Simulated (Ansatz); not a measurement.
# MoS2 (fluorite type): Wannier inputs, tried as typed

Aim: run 4 Wannier inputs for MoS2 (fluorite type) as typed, and read from each log whether it ends well.

Program: Ansatz 0.2.0. Level of theory: plane waves, PAW; the settings change from run to run, as each input shows. These are calculated values, not measurements.

1 further run of the same task is left out (it didn't finish).

### Step 1. The structure to begin with

The structure is cubic, space group Fm-3m (No. 225). The conventional cell has a = 5.865 Å, b = 5.865 Å, c = 5.865 Å, α = 90.00°, β = 90.00°, γ = 90.00°. Mo (site symmetry m-3m) has 8 S at 2.54 Å as nearest neighbours. S (site symmetry -43m) has 4 Mo at 2.54 Å as nearest neighbours.

As a file:

```
Mo S
1.0
     0.00000    2.93240    2.93240
     2.93240    0.00000    2.93240
     2.93240    2.93240    0.00000
Mo S
1 2
Direct
  0.00000 0.00000 0.00000
  0.25000 0.25000 0.25000
  0.75000 0.75000 0.75000
```

Cell and atoms come from an earlier r2SCAN relaxation. No spin polarisation is used; should the compound be magnetic, its bands and low-energy spectrum would differ.

### Step 2. Input 1

The input, input.yaml:

```yaml
crystal:
  lattice:
    - [0.0, 2.9323968606, 2.9323968606]
    - [2.9323968606, 0.0, 2.9323968606]
    - [2.9323968606, 2.9323968606, 0.0]
  atoms:
    - { symbol: Mo, position: [0.0, 0.0, 0.0] }
    - { symbol: S, position: [0.25, 0.25, 0.25] }
    - { symbol: S, position: [0.75, 0.75, 0.75] }
kpoints:
  mp_grid: { grid: [6, 6, 6] }
  band_path:
    path:
      - [[0.0, 0.0, 0.0], [0.5, -1.629012547705e-36, 0.5], [0.625, 0.25, 0.625]]
      - [[0.375, 0.375, 0.75], [0.0, 0.0, 0.0], [0.5, 0.5, 0.5], [0.5, 0.25, 0.75], [0.5, -1.629012547705e-36, 0.5]]
    npoints: 10
hamiltonian:
  xc: r2scan
scf:
  occupations: { method: fermi_dirac, width: 0.02 }
  n_extra_bands: 12
output:
  forces: false
  stress: false
  eigenvalues: true
  wannier:
    kmesh: [6, 6, 6]
    projections:
      - { species: S, l: s, shell: 3 }
      - { species: S, l: p, shell: 3 }
      - { species: Mo, l: s, shell: 5 }
      - { species: Mo, l: p, shell: 5 }
    minimise: true
    write_hr: true
    conv_tol: 1.0e-08
    max_iter: 3000
    disentanglement: { window: [-13.78, 28.22], frozen_window: [4.22, 13.72] }
  write_density: true
  write_potential: true
  elf: true
  volumetric_format: npy
```

Started as:

```console
$ ansatz run input.yaml --threads 4 --pin off --max-ram 3686MiB --backend cpu --events-out ev --progress --plain --runs-dir out
```

The program printed:

```text
Warning: RAYON_NUM_THREADS=4 ignored (pool sized by the plan → 4); use --threads N
Mo: the file doesn't list 5p, so it is added from the neutral free atom; the dataset's partial waves leave at most 1.8e-3 of an orbital's norm unspanned inside its sphere
scf.n_extra_bands = 12 over 13 filled bands (N_el = 26.0): the run solves 25 bands
Engine: ansatz 0.2.0, aarch64-unknown-linux-gnu
Pseudopotentials: kind: paw
Pseudopotential: Mo, paw, valence charge 14, recommended cutoff 500 eV (meta_gga), Mo.paw.azcp
Pseudopotential: S, paw, valence charge 6, recommended cutoff 500 eV (meta_gga), S.paw.azcp
Functional definition: r2SCAN
  parameter k0 = 0.174
  parameter k1 = 0.065
  parameter a1 = 4.9479
  exchange = r2scan_x(k0 = k0, k1 = k1, a1 = a1)
  correlation = r2scan_c
Crystal: 3 atoms, lattice volume = 50.431 Å³
Basis set: ecut = 500 eV, 1243 PW (Γ), exchange–correlation on 128×128×128 points (64 copies of the dense FFT grid, shifted against one another)
Bands: 25, of which v1, the nominal top of the filled ones, is band 13 counted from 1 (12 counted from 0)
Symmetry: 48 space group operations
Space group: Fm-3m (ITA 225), of the structure as read, at distance tolerance 3.7e-5 Å
k-points: 16 of 216
Non-local potential: Mo, projectors of the file, l = 0: 3, l = 1: 2, l = 2: 2, l = 3: 1
Non-local potential: S, projectors of the file, l = 0: 2, l = 1: 2, l = 2: 2
PAW form: soft (Blöchl's): semilocal exchange-correlation on the pseudo side does not see the compensation charge
PAW frozen core: Mo, regenerated for the run's functional (the file was generated under x = pbe(κ = 0.804, μ = 0.2195149727645171), c = pbe(β = 0.06672455060314922))
PAW frozen core: S, regenerated for the run's functional (the file was generated under x = pbe(κ = 0.804, μ = 0.2195149727645171), c = pbe(β = 0.06672455060314922))
PAW one-centre angular grid: Mo, 590 points (default); XC on 160 Gauss nodes
PAW one-centre angular grid: S, 302 points (default); XC on 160 Gauss nodes
Initial density: superposition of atomic densities (neutral atoms: chi_scale 0, normalization atom), corrected by the library's trained network
Initial wavefunctions: pseudopotential atomic-orbital guess
Functional: x = r2scan, c = r2scan; τ floored in thin density (d = 2e-4 eV/Å³)
SCF iter   1: F=—  HF=-6779.716185 eV  |F-HF|=—  |Δ(HF+E_count)|=         —  Δρ=8.62e-3  dr2=4.23e-2  dr2_τ=3.30e-2  ethr=1.77e-3  ⟨swp⟩=6.2  Hψ=2075  notcnv=0  defer=29
preconditioner: auto → LDOS  [metal: Δε(μ)=0.042 eV  Ē_g=13.680 eV  σ=0.020 eV  W_gap=0.48  n_scr=14 (ndim 8)  ℏωp=22.2 eV  f_vac=0.024  D(μ)=7.63/eV (n_scr^D=112)  β→1.0]
SCF iter   2: F=—  HF=-6779.763585 eV  |F-HF|=—  |Δ(HF+E_count)|=   4.74e-2  Δρ=3.13e-3  dr2=5.80e-3  dr2_τ=7.38e-4  ethr=1.63e-4  ⟨swp⟩=2.0  Hψ=770  notcnv=0  defer=83
SCF iter   3: F=—  HF=-6779.764454 eV  |F-HF|=—  |Δ(HF+E_count)|=   8.69e-4  Δρ=1.63e-3  dr2=1.85e-3  dr2_τ=2.65e-5  ethr=2.23e-5  ⟨swp⟩=2.8  Hψ=536  notcnv=0  defer=83
SCF iter   4: F=—  HF=-6779.764261 eV  |F-HF|=—  |Δ(HF+E_count)|=   1.93e-4  Δρ=4.23e-4  dr2=7.74e-5  dr2_τ=1.45e-5  ethr=7.13e-6  ⟨swp⟩=2.5  Hψ=470  notcnv=0  defer=83
SCF iter   5: F=—  HF=-6779.764314 eV  |F-HF|=—  |Δ(HF+E_count)|=   5.37e-5  Δρ=8.87e-5  dr2=3.85e-6  dr2_τ=1.09e-7  ethr=2.98e-7  ⟨swp⟩=2.4  Hψ=503  notcnv=0  defer=83
SCF iter   6: F=-6779.764317 eV  HF=-6779.764317 eV  |F-HF|=3.27e-8  |Δ(HF+E_count)|=   2.36e-6  Δρ=6.90e-6  dr2=1.36e-8  dr2_τ=1.09e-9  ethr=3.85e-10  ⟨swp⟩=6.9  Hψ=1852  notcnv=0
SCF 1 converged in 6 iterations: F = -6779.764317 eV  dr2 = 1.36e-8
NSCF: frozen V_eff on 62 k-points
NSCF: frozen V_eff on 19 k-points
the Wannier pass solved 19 of the 216 points of its mesh, and has the states at the others by symmetry: states obtained by the crystal's operations at points that were solved too leave a residual of 3.76e-13 eV (read by the count's bands and the next), within 4.17e-6 eV
NSCF: frozen V_eff on 19 k-points
the Wannier pass solved 19 of the 216 points of its mesh, and has the states at the others by symmetry: states obtained by the crystal's operations at points that were solved too leave a residual of 4.88e-13 eV (read by the count's bands and the next), within 4.17e-6 eV
SCF converged after 6 iterations
Free energy (F): -6779.764317 eV
Harris-Foulkes:  -6779.764317 eV  (|F-HF|=3.27e-8)
Internal energy: -6779.755087 eV  (E = F + TS)
E sigma→0 (E₀):  -6779.759702 eV
Entropy (-TS):   -0.009230 eV (-3.077 meV/atom)
Fermi energy:    11.931221 eV
--- Per-component energies (eV) ---
  E_band       = -138.188303
  E_kinetic    = 654.749067
  E_local      = -1382.058617  (includes V_loc(G=0)·N_el)
  E_nonlocal   = 200.111966
  E_hartree    = 481.323607
  E_xc         = -361.702754
  E_vxc        = -444.491864  (∫ρ·V_xc dr)
  E_paw        = -4436.182522  (= ΣΔE_a)
  E_vpaw       = -154.637083  (= ΣTr[D̂ρ^β])
  E_aug_tail   = 0.000005  (compensation charges beyond the density's cutoff)
  E_vtau       = 25.488106  (kinetic-family band-sum trace: ∫τ·v_τ [+ j·A + Jᵃ·Aᵃ] dr)
  E_ewald      = -1935.555101
  E_core_change = -0.440737  (= ΣΔE_core)
  E_smearing   = -0.009230  (= −TS)
  E_closure    = 0.000000  (closes the sum)
  Σ components = -6779.764317   (vs F -6779.764317, Δ=0.00e0)
--- Band table (eV; the first three rows and the last of 16) ---
  k-point 0: bands = ["-51.1665", "-24.5115", "-24.5115", "-24.5115", "-4.1548", "0.6322", "5.5894", "5.5894", "5.5894", "10.9529", "10.9529", "11.3561", "11.3561", "11.3561", "16.3272", "16.3272", "16.3272", "17.3942", "17.3942", "17.3942", "18.9549", "22.1816", "22.1816", "25.1434", "30.2647"]
  k-point 1: bands = ["-51.1661", "-24.5222", "-24.5131", "-24.5131", "-3.8655", "0.0397", "5.7993", "5.7993", "6.5004", "9.8873", "9.8873", "10.4607", "12.1723", "12.1723", "14.5670", "15.7183", "15.7183", "18.5407", "18.5407", "18.9443", "20.0548", "22.4203", "22.4203", "26.6282", "27.8616"]
  k-point 2: bands = ["-51.1652", "-24.5434", "-24.5162", "-24.5162", "-3.1110", "-0.9972", "6.2809", "6.2809", "8.0401", "8.8831", "9.0674", "9.0674", "11.9092", "11.9092", "13.5879", "15.8005", "15.8005", "19.4942", "20.5068", "20.5068", "21.6854", "23.2746", "23.2746", "25.9924", "26.4907"]
  k-point 15: bands = ["-51.1642", "-24.5480", "-24.5334", "-24.5261", "-1.9945", "-1.6210", "4.7181", "5.8353", "7.3157", "8.6662", "9.3438", "11.7725", "12.2245", "12.5877", "13.8748", "14.5262", "15.9676", "18.4100", "20.3640", "20.6873", "22.4186", "23.5346", "24.2227", "26.2920", "26.4661"]
Error: a combination of the trial orbitals is all but absent from the optimal subspace at ik = 0: its weight there is 2.7e-15 of the largest combination's or less, which the computation cannot tell from zero, so that the projections give no starting gauge (the trial orbitals are those of output.wannier.projections, and ik = 0 is k-point 1 of the .win and .amn files); move output.wannier.disentanglement.frozen_window, whose bands are always kept in the subspace
```

Run time: 34 s. Hardware: 4 threads of Arm Neoverse N1, shared host; peak memory 0.55 GiB.

What is wrong: It ended in an error. Some combination of the trial orbitals has almost no weight, at one k point, in the states chosen from the window. Fix: choose trial orbitals that match the bands, or move the windows as the message advises.

### Step 3. Input 2

input.yaml, as its differences from that of step 2:

```diff
@@ -17,6 +17,6 @@
 hamiltonian:
-  xc: r2scan
+  xc: pbe
 scf:
   occupations: { method: fermi_dirac, width: 0.02 }
-  n_extra_bands: 12
+  n_extra_bands: 6
 output:
@@ -27,7 +27,3 @@
     kmesh: [6, 6, 6]
-    projections:
-      - { species: S, l: s, shell: 3 }
-      - { species: S, l: p, shell: 3 }
-      - { species: Mo, l: s, shell: 5 }
-      - { species: Mo, l: p, shell: 5 }
+    projections: []
     minimise: true
@@ -35,7 +31,2 @@
     conv_tol: 1.0e-08
-    max_iter: 3000
-    disentanglement: { window: [-13.78, 28.22], frozen_window: [4.22, 13.72] }
-  write_density: true
-  write_potential: true
-  elf: true
-  volumetric_format: npy
+    max_iter: 1000
```

Started as:

```console
$ ansatz run input.yaml --threads 4 --pin off --max-ram 3686MiB --backend cpu --events-out ev --progress --plain --runs-dir out
```

The program printed:

```text
Error: invalid value for `output.wannier.projections`: must list at least one trial orbital
```

Run time: 0.08 s. Hardware: 4 threads of Arm Neoverse N1, shared host; peak memory 0.073 GiB.

**Diagnosis.** Refused before any calculation. No trial orbital is listed. Fix: list the trial orbitals.

### Step 4. Input 3

input.yaml, as its differences from that of step 3:

```diff
@@ -27,3 +27,3 @@
     kmesh: [6, 6, 6]
-    projections: []
+    projections: [{ species: S, l: p, shell: 3 }]
     minimise: true
@@ -32 +32,6 @@
     max_iter: 1000
+    disentanglement: { window: [-14.84, 30.81], frozen_window: [5.91, 12.2] }
+  write_density: true
+  write_potential: true
+  elf: true
+  volumetric_format: npy
```

Started as:

```console
$ ansatz run input.yaml --threads 4 --pin off --max-ram 3686MiB --backend cpu --events-out ev --progress --plain --runs-dir out
```

The program printed:

```text
Warning: RAYON_NUM_THREADS=4 ignored (pool sized by the plan → 4); use --threads N
scf.n_extra_bands = 6 over 13 filled bands (N_el = 26.0): the run solves 19 bands
Engine: ansatz 0.2.0, aarch64-unknown-linux-gnu
Pseudopotentials: kind: paw
Pseudopotential: Mo, paw, valence charge 14, recommended cutoff 420 eV (normal), Mo.paw.azcp
Pseudopotential: S, paw, valence charge 6, recommended cutoff 420 eV (normal), S.paw.azcp
Functional definition: PBE
  parameter kappa = 0.804
  parameter beta = 0.06672455060314922
  exchange = pbe_x(kappa = kappa, mu = beta*pi^2/3)
  correlation = pbe_c(beta = beta)
Crystal: 3 atoms, lattice volume = 50.431 Å³
Basis set: ecut = 420 eV, 965 PW (Γ)
Bands: 19, of which v1, the nominal top of the filled ones, is band 13 counted from 1 (12 counted from 0)
Symmetry: 48 space group operations
Space group: Fm-3m (ITA 225), of the structure as read, at distance tolerance 3.7e-5 Å
k-points: 16 of 216
Non-local potential: Mo, projectors of the file, l = 0: 3, l = 1: 2, l = 2: 2, l = 3: 1
Non-local potential: S, projectors of the file, l = 0: 2, l = 1: 2, l = 2: 2
PAW form: soft (Blöchl's): semilocal exchange-correlation on the pseudo side does not see the compensation charge
PAW one-centre angular grid: Mo, 590 points (default); XC on 64 Gauss nodes
PAW one-centre angular grid: S, 110 points (default); XC on 64 Gauss nodes
Initial density: superposition of atomic densities (neutral atoms: chi_scale 0, normalization atom), corrected by the library's trained network
Initial wavefunctions: pseudopotential atomic-orbital guess
Functional: x = pbe(κ = 0.804, μ = 0.2195149727645171), c = pbe(β = 0.06672455060314922)
SCF iter   1: F=—  HF=-6760.574791 eV  |F-HF|=—  |Δ(HF+E_count)|=         —  Δρ=6.53e-3  dr2=1.21e-2  ethr=1.77e-3  ⟨swp⟩=6.0  Hψ=1661  notcnv=0
preconditioner: auto → LDOS  [metal: Δε(μ)=0.020 eV  Ē_g=9.352 eV  σ=0.020 eV  W_gap=0.25  n_scr=14 (ndim 8)  ℏωp=22.2 eV  f_vac=0.026  D(μ)=7.53/eV (n_scr^D=112)  β→1.0]
SCF iter   2: F=—  HF=-6760.578276 eV  |F-HF|=—  |Δ(HF+E_count)|=   3.48e-3  Δρ=1.46e-3  dr2=1.23e-3  ethr=4.65e-5  ⟨swp⟩=2.5  Hψ=630  notcnv=0  defer=19
SCF iter   3: F=—  HF=-6760.578681 eV  |F-HF|=—  |Δ(HF+E_count)|=   4.06e-4  Δρ=6.30e-4  dr2=1.70e-4  ethr=4.73e-6  ⟨swp⟩=2.1  Hψ=462  notcnv=0  defer=19
SCF iter   4: F=—  HF=-6760.578701 eV  |F-HF|=—  |Δ(HF+E_count)|=   1.93e-5  Δρ=2.86e-4  dr2=7.38e-5  ethr=6.52e-7  ⟨swp⟩=2.6  Hψ=478  notcnv=0  defer=19
SCF iter   5: F=—  HF=-6760.578687 eV  |F-HF|=—  |Δ(HF+E_count)|=   1.41e-5  Δρ=8.03e-5  dr2=3.69e-6  ethr=2.84e-7  ⟨swp⟩=2.1  Hψ=427  notcnv=0  defer=19
SCF iter   6: F=—  HF=-6760.578688 eV  |F-HF|=—  |Δ(HF+E_count)|=   1.01e-6  Δρ=3.15e-5  dr2=8.91e-7  ethr=1.42e-8  ⟨swp⟩=2.3  Hψ=412  notcnv=0  defer=19
SCF iter   7: F=-6760.578687 eV  HF=-6760.578687 eV  |F-HF|=1.59e-8  |Δ(HF+E_count)|=   7.95e-8  Δρ=4.48e-6  dr2=4.85e-9  ethr=3.85e-10  ⟨swp⟩=5.4  Hψ=1026  notcnv=0
SCF 1 converged in 7 iterations: F = -6760.578687 eV  dr2 = 4.85e-9
NSCF: frozen V_eff on 62 k-points
NSCF: frozen V_eff on 19 k-points
the Wannier pass solved 19 of the 216 points of its mesh, and has the states at the others by symmetry: states obtained by the crystal's operations at points that were solved too leave a residual of 2.30e-13 eV (read by the count's bands and the next), within 4.17e-6 eV
NSCF: frozen V_eff on 19 k-points
the Wannier pass solved 19 of the 216 points of its mesh, and has the states at the others by symmetry: states obtained by the crystal's operations at points that were solved too leave a residual of 2.04e-13 eV (read by the count's bands and the next), within 4.17e-6 eV
NSCF: frozen V_eff on 19 k-points
the Wannier pass solved 19 of the 216 points of its mesh, and has the states at the others by symmetry: states obtained by the crystal's operations at points that were solved too leave a residual of 3.06e-13 eV (read by the count's bands and the next), within 4.17e-6 eV
SCF converged after 7 iterations
Free energy (F): -6760.578687 eV
Harris-Foulkes:  -6760.578687 eV  (|F-HF|=1.59e-8)
Internal energy: -6760.569590 eV  (E = F + TS)
E sigma→0 (E₀):  -6760.574139 eV
Entropy (-TS):   -0.009097 eV (-3.032 meV/atom)
Fermi energy:    11.978758 eV
--- Per-component energies (eV) ---
  E_band       = -120.136620
  E_kinetic    = 655.813629
  E_local      = -1385.064262  (includes V_loc(G=0)·N_el)
  E_nonlocal   = 200.660213
  E_hartree    = 483.148882
  E_xc         = -377.747322
  E_vxc        = -404.101204  (∫ρ·V_xc dr)
  E_paw        = -4401.825685  (= ΣΔE_a)
  E_vpaw       = -153.742834  (= ΣTr[D̂ρ^β])
  E_aug_tail   = 0.000055  (compensation charges beyond the density's cutoff)
  E_ewald      = -1935.555101
  E_smearing   = -0.009097  (= −TS)
  E_closure    = 0.000000  (closes the sum)
  Σ components = -6760.578687   (vs F -6760.578687, Δ=0.00e0)
--- Band table (eV; the first three rows and the last of 16) ---
  k-point 0: bands = ["-49.1037", "-23.1867", "-23.1867", "-23.1867", "-3.3503", "1.2235", "5.9593", "5.9593", "5.9593", "11.0107", "11.0107", "11.5058", "11.5058", "11.5058", "16.1993", "16.1993", "16.1993", "17.0999", "17.0999"]
  k-point 1: bands = ["-49.1034", "-23.1965", "-23.1881", "-23.1881", "-3.0725", "0.6630", "6.1591", "6.1591", "6.8221", "10.0335", "10.0335", "10.6186", "12.2493", "12.2493", "14.4590", "15.5912", "15.5912", "18.2219", "18.2219"]
  k-point 2: bands = ["-49.1026", "-23.2161", "-23.1910", "-23.1910", "-2.3474", "-0.3222", "6.6130", "6.6130", "8.2790", "9.0783", "9.2730", "9.2730", "11.9647", "11.9647", "13.5069", "15.6986", "15.6986", "19.1978", "20.0977"]
  k-point 15: bands = ["-49.1018", "-23.2202", "-23.2069", "-23.2003", "-1.2700", "-0.9131", "5.0756", "6.1675", "7.6109", "8.9005", "9.5431", "11.8048", "12.2664", "12.6841", "13.7720", "14.4206", "15.8344", "18.2152", "20.0382"]
WARN: one of the run's output files is refused, and neither it nor the files that depend on it are written in full: <dir> frozen window holds 8 > num_wann = 6 bands at ik = 0 (ik counts from 0, the k-points of the .win, .mmn and .eig files from 1)
Error: frozen window holds 8 > num_wann = 6 bands at ik = 0 (ik counts from 0, the k-points of the .win, .mmn and .eig files from 1)
```

It took 6.1 s on 4 threads of Arm Neoverse N1, shared host; peak memory 0.45 GiB.

**Diagnosis.** The run stopped with an error. The frozen window holds more states than there are functions. Cure: project on all shells that make up the frozen bands, or narrow the frozen window.

(Part 1 of 2 ends here.)
